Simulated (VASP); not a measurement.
# TiN (Fm-3m) in VASP: relaxation of cell and atoms with RPBE

Aim: the relaxation of cell and atoms of TiN with RPBE.

Program: VASP 6.6.1. These are calculated values, not measurements. Logs are shortened: lines on timing, memory, paths and dates and some standing lists are left out, and cuts for length are marked.

**1. Starting point**

Symmetry: Fm-3m, No. 225, cubic system. The conventional cell has a = 4.240 Å, b = 4.240 Å, c = 4.240 Å, α = 90.00°, β = 90.00°, γ = 90.00°. Around Ti (site symmetry m-3m) lie 6 N at 2.12 Å. N (site symmetry m-3m) is surrounded by 6 Ti at 2.12 Å.

The cell was built by a generator and needn't be a form met in nature.

**2. Relaxation of cell and atoms, RPBE**

INCAR

```
SYSTEM = TiN
PREC     = Accurate       ! precision mode
ENCUT    = 600            ! plane-wave cutoff, eV
EDIFF    = 1E-6           ! SCF threshold, eV
ISMEAR   = 1              ! smearing method
SIGMA    = 0.2            ! smearing width, eV
LREAL    = .False.        ! projectors in reciprocal space
LASPH    = .True.         ! aspherical terms in the spheres
NELM     = 60             ! most SCF steps
ALGO     = Normal         ! electronic algorithm
ISIF     = 3              ! what is computed and relaxed
LWAVE    = .False.        ! write WAVECAR
LCHARG   = .False.        ! write CHGCAR
GGA      = RP             ! functional
IBRION   = 2              ! ionic algorithm
NSW      = 40             ! ionic steps
EDIFFG   = -0.01          ! ionic threshold
KPAR     = 4
```

KPOINTS

```
regular mesh
0
Gamma
  16 16 16
  0 0 0
```

POSCAR

```
TiN
1.0
    0.0000000000      2.1200000000      2.1200000000
    2.1200000000      0.0000000000      2.1200000000
    2.1200000000      2.1200000000      0.0000000000
Ti N
1 1
Direct
    0.0000000000      0.0000000000      0.0000000000
    0.5000000000      0.5000000000      0.5000000000
```

Potentials or basis: VASP PAW PBE potentials, release 64 (Ti_sv, N).

Launch:

```sh
$ cat potpaw_PBE.64/Ti_sv/POTCAR potpaw_PBE.64/N/POTCAR > POTCAR
$ mpirun -np 4 vasp_std > vasp.out
```

OUTCAR:

```text
SYSTEM = TiN
   PREC = Accurate
   ENCUT = 600
   EDIFF = 1E-6
   ISMEAR = 1
   LREAL = .False.
   LASPH = .True.
   NELM = 60
   ISIF = 3
   GGA = RP
   IBRION = 2
   NSW = 40
   EDIFFG = -0.01

 ion  position               nearest neighbor table
   1  0.000  0.000  0.000-   2 2.12   2 2.12   2 2.12   2 2.12   2 2.12   2 2.12
   2  0.500  0.500  0.500-   1 2.12   1 2.12   1 2.12   1 2.12   1 2.12   1 2.12

  LATTYP: Found a face centered cubic cell.
 ALAT       =     4.2400000000

  Lattice vectors:

 A1 = (   0.0000000000,   2.1200000000,   2.1200000000)
 A2 = (   2.1200000000,   0.0000000000,   2.1200000000)
 A3 = (   2.1200000000,   2.1200000000,   0.0000000000)

Analysis of symmetry for initial positions (statically):
=====================================================================
 Subroutine PRICEL returns:
 Original cell was already a primitive cell.

 Routine SETGRP: Setting up the symmetry group for a
 face centered cubic supercell.

 Subroutine GETGRP returns: Found 48 space group operations
 (whereof 48 operations were pure point group operations)
 out of a pool of 48 trial point group operations.

The static configuration has the point symmetry O_h .

Analysis of symmetry for dynamics (positions and initial velocities):
=====================================================================
 Subroutine PRICEL returns:
 Original cell was already a primitive cell.

 Routine SETGRP: Setting up the symmetry group for a
 face centered cubic supercell.

 Subroutine GETGRP returns: Found 48 space group operations
 (whereof 48 operations were pure point group operations)
 out of a pool of 48 trial point group operations.

The dynamic configuration has the point symmetry O_h .

 Subroutine INISYM returns: Found 48 space group operations
 (whereof 48 operations are pure point group operations),
 and found     1 'primitive' translations

----------------------------------------------------------------------------------------

                                     Primitive cell

  volume of cell :      19.0563

  direct lattice vectors                    reciprocal lattice vectors
     0.000000000  2.120000000  2.120000000    -0.235849057  0.235849057  0.235849057
     2.120000000  0.000000000  2.120000000     0.235849057 -0.235849057  0.235849057
     2.120000000  2.120000000  0.000000000     0.235849057  0.235849057 -0.235849057

  length of vectors
     2.998132752  2.998132752  2.998132752     0.408502549  0.408502549  0.408502549

  position of ions in fractional coordinates (direct lattice)
     0.000000000  0.000000000  0.000000000
     0.500000000  0.500000000  0.500000000

  ion indices of the primitive-cell ions
   primitive index   ion index
                 1           1
                 2           2

----------------------------------------------------------------------------------------

 KPOINTS: regular mesh

Automatic generation of k-mesh.
 Grid dimensions read from file:
 generate k-points for:   16   16   16

 Generating k-lattice:

  Cartesian coordinates                     Fractional coordinates (reciprocal lattice)
    -0.014740566  0.014740566  0.014740566     0.062500000  0.000000000  0.000000000
     0.014740566 -0.014740566  0.014740566     0.000000000  0.062500000  0.000000000
     0.014740566  0.014740566 -0.014740566     0.000000000  0.000000000  0.062500000

  Length of vectors
     0.025531409  0.025531409  0.025531409

  Shift w.r.t. Gamma in fractional coordinates (k-lattice)
     0.000000000  0.000000000  0.000000000

 Subroutine IBZKPT returns following result:
 ===========================================

 Found    145 irreducible k-points:

 Following reciprocal coordinates:
            Coordinates               Weight
  0.000000  0.000000  0.000000      1.000000
  0.062500  0.000000  0.000000      8.000000
  0.125000  0.000000  0.000000      8.000000
  0.187500  0.000000  0.000000      8.000000
  0.250000  0.000000  0.000000      8.000000
  0.312500  0.000000  0.000000      8.000000
[... 16 lines left out ...]
 -0.125000  0.062500  0.000000     24.000000
 -0.062500  0.062500  0.000000     12.000000
 [... further k-points ...]
   k-points           NKPTS =    145   k-points in BZ     NKDIM =    145   number of bands    NBANDS=     12
   number of dos      NEDOS =    301   number of ions     NIONS =      2
   total plane-waves  NPLWV =  13824
   dimension x,y,z NGX =    24 NGY =   24 NGZ =   24
   dimension x,y,z NGXF=    48 NGYF=   48 NGZF=   48
   ions per type =               1   1
   NGX,Y,Z   is equivalent  to a cutoff of  13.31, 13.31, 13.31 a.u.
   NGXF,Y,Z  is equivalent  to a cutoff of  26.62, 26.62, 26.62 a.u.
 SYSTEM =  TiN
   PREC   = accura    normal or accurate (medium, high low for compatibility)
   ISTART =      0    job   : 0-new  1-cont  2-samecut
   ICHARG =      2    charge: 1-file 2-atom 10-const
   ISPIN  =      1    spin polarized calculation?
   LNONCOLLINEAR =      F non collinear calculations
   LSORBIT =      F    spin-orbit coupling
   LASPH  =      T    aspherical Exc in radial PAW
   ENCUT  =  600.0 eV  44.10 Ry    6.64 a.u.   5.99  5.99  5.99*2*pi/ulx,y,z
   NELM   =     60;   NELMIN=  2; NELMDL= -5     # of ELM steps
   EDIFF  = 0.1E-05   stopping-criterion for ELM
   LREAL  =      F    real-space projection
   EDIFFG = -.1E-01   stopping-criterion for IOM
   NSW    =     40    number of steps for IOM
   IBRION =      2    ionic relax: 0-MD 1-quasi-New 2-CG
   NFREE  =      1    steps in history (QN), initial steepest desc. (CG)
   ISIF   =      3    stress and relaxation
   ISYM   =      2    0-nonsym 1-usesym 2-fastsym
   POTIM  = 0.5000    time-step for ionic-motion
   TEBEG  =    0.0;   TEEND  =   0.0 temperature during run
   PSTRESS=    0.0 pullay stress
   NELECT =      17.0000    total number of electrons
   NUPDOWN=      -1.0000    fix difference up-down
   EMIN   =  10.00;   EMAX   =-10.00  energy-range for DOS
   EFERMI =   0.00;   METHOD = LEGACY
   ISMEAR =     1;   SIGMA  =   0.20  broadening in eV -4-tet -1-fermi 0-gaus
   EFERMI_NEDOS =   21; number of points for ismear=-14 and -15
   IALGO  =     38    algorithm
   IMIX   =      4    mixing-type and parameters
     AMIX     =   0.40;   BMIX     =  1.00
     AMIX_MAG =   1.60;   BMIX_MAG =  1.00
  volume/ion in A,a.u.               =       9.53        64.30
  Fermi-wavevector in a.u.,A,eV,Ry     =   1.575960  2.978133 33.792122  2.483651
  Thomas-Fermi vector in A             =   2.676865
   LORBIT       =      0    0 simple, 1 ext, 2 COOP (PROOUT), +10 PAW based schemes
   GGA     = RP    functional components
   LHFCALC =     F    Hartree Fock is set to
   AEXX    =    0.0000 exact exchange contribution
   IVDW    =     0    specifies the selected vdW correction
   LEPSILON=     F    determine dielectric tensor
   LRPA    =     F    only Hartree local field effects (RPA)
 conjugate gradient relaxation of ions
 non-spin polarized calculation
 Methfessel and Paxton  Order N= 1 SIGMA  =   0.20
  energy-cutoff  :      600.00
  volume of cell :       19.06
 maximum number of plane-waves:       652
   NGX = 11   NGY = 11   NGZ = 11

--------------------------------------- Ionic step        1  -------------------------------------------

 number of electron      17.0000002 magnetization

 Free energy of the ion-electron system (eV)
  ---------------------------------------------------
  ext. energy  EPLUGINS =         0.00000000
  ---------------------------------------------------
  free energy    TOTEN  =       -18.66519771 eV

  energy without entropy =      -18.66445749  energy(sigma->0) =      -18.66495097

------------------------ aborting loop because EDIFF is reached ----------------------------------------

  FORCE on cell =-STRESS in cart. coord.  units (eV):
  Direction    XX          YY          ZZ          XY          YZ          ZX
  --------------------------------------------------------------------------------------
  -------------------------------------------------------------------------------------
  Total        0.8292855      0.8292855      0.8292855      0.0000000      0.0000000      0.0000000
  in kB       69.7231632     69.7231632     69.7231632      0.0000000      0.0000000      0.0000000
  external PRESSURE =      69.7231632 kB  Pullay stress =       0.0000000 kB
[... 57 lines left out ...]
  energy  without entropy=      -18.6574755711  energy(sigma->0) =      -18.65775121

--------------------------------------- Ionic step        3  -------------------------------------------

 number of electron      17.0000003 magnetization

 Free energy of the ion-electron system (eV)
  ---------------------------------------------------
  ext. energy  EPLUGINS =         0.00000000
  ---------------------------------------------------
  free energy    TOTEN  =       -18.67569259 eV

  energy without entropy =      -18.67509009  energy(sigma->0) =      -18.67549176

 E-fermi :  11.2560     XC(G=0): -12.7657

 val. band max:       11.2344830381   @ k =  -0.3750   0.4375   0.1875
 cond. band min:      11.2640550447   @ k =   0.4375   0.1875   0.0625
 fundamental gap:      0.0295720066
 Fermi energy:        11.2559565499

 k-point     1 :       0.0000    0.0000    0.0000
  band No.  band energies     occupation
      1     -46.8052      2.00000
      2     -22.7334      2.00000
      3     -22.7334      2.00000
      4     -22.7334      2.00000
      5      -5.7890      2.00000
      6       9.2261      2.00000
      7       9.2261      2.00000
      8       9.2261      2.00000
      9      10.6668      2.00025
     10      10.6668      2.00025
     11      10.6668      2.00025
     12      11.8070     -0.00069
[... 331 lines left out ...]
 k-point    24 :      -0.0625    0.0625    0.0000
  band No.  band energies     occupation
      1     -46.7968      2.00000
      2     -22.7887      2.00000
      3     -22.7478      2.00000
      4     -22.7345      2.00000
      5      -5.5989      2.00000
      6       8.1788      2.00000
      7       8.4147      2.00000
      8       8.7201      2.00000
      9      10.7792      2.00383
     10      11.0508      2.05518
     11      11.1601      1.71708
     12      12.2225     -0.00000

 [... further k-points ...]
[... 5 lines left out ...]
  --------------------------------------------------------------------------------------
  -------------------------------------------------------------------------------------
  Total       -0.0024381     -0.0024381     -0.0024381      0.0000000      0.0000000      0.0000000
  in kB       -0.1997972     -0.1997972     -0.1997972      0.0000000      0.0000000      0.0000000
  external PRESSURE =      -0.1997972 kB  Pullay stress =       0.0000000 kB
[... 17 lines left out ...]
  FREE ENERGIE OF THE ION-ELECTRON SYSTEM (eV)
  ---------------------------------------------------
  free  energy   TOTEN  =       -18.6756925941 eV

  energy  without entropy=      -18.6750900854  energy(sigma->0) =      -18.67549176

 reached required accuracy - stopping structural energy minimisation
```

Run time: 28 s. Hardware: 4 MPI ranks of Intel Xeon Platinum 8559C (Emerald Rapids), shared host; peak memory 0.16 GiB.

What came out:

```
Free energy                            : -18.6757 eV
Relaxed volume                         : 9.78 Å³/atom
Relaxed cell                           : a = 3.024 Å, b = 3.024 Å, c = 3.024 Å, α = 60.00°, β = 60.00°, γ = 60.00°
Space group after relaxing (to 0.05 Å) : Fm-3m (No. 225)
Energy gained by relaxing              : 5.2 meV/atom
Ionic steps                            : 3
Pressure after relaxing                : 0.0 GPa
Band gap on the k mesh                 : none (metal or under the smearing width)
```

Step by step:
```tsv
step	energy change (eV)	largest force (eV/Å)	pressure (GPa)	volume (Å³)
1	0.0000	0.0000	6.97	19.06
2	0.0073	0.0000	-8.15	20.22
3	-0.0105	0.0000	-0.02	19.55
```

Final structure:
```
CELL_PARAMETERS angstrom
0.00000 2.13819 2.13819
2.13819 0.00000 2.13819
2.13819 2.13819 0.00000
ATOMIC_POSITIONS crystal
Ti 0.00000 0.00000 0.00000
N 0.50000 0.50000 0.50000
```

Caveat: the PAW data sets were made with another functional, which shifts forces and pressure a little.
